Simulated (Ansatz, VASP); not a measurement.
## Ta in VASP and in Ansatz

```xyz
1
Lattice="-1.6485 1.6485 1.6485 1.6485 -1.6485 1.6485 1.6485 1.6485 -1.6485" Properties=species:S:1:pos:R:3 pbc="T T T"
Ta    0.0000    0.0000    0.0000
```

Alike in both runs: task single point; functional r2SCAN; k mesh 8 × 8 × 8; occupations gaussian, width 0.15 eV; no spin polarisation.

|  | VASP | Ansatz |
| --- | --- | --- |
| version | VASP 6.6.1 | Ansatz 0.2.0 |
| potentials or method | VASP PAW PBE potentials, release 64 (Ta_pv) | plane waves, PAW |
| plane-wave cutoff (eV) | 520 | 650 |
| valence electrons in the cell | 11 | 13 |

```tsv
	VASP	Ansatz	Ansatz less VASP
pressure (GPa)	-0.2	-0.9	-0.66
```

The functional is the same, so the differences come from potentials, cutoffs and numerics. The two sets of potentials don't hold the same shells in valence. Ansatz warned: «stress_scf_threshold_loose».

Caveats: the PAW data sets were made with another functional, which shifts forces and pressure a little (VASP). Spin-orbit coupling is left out, which matters for the levels of Ta.
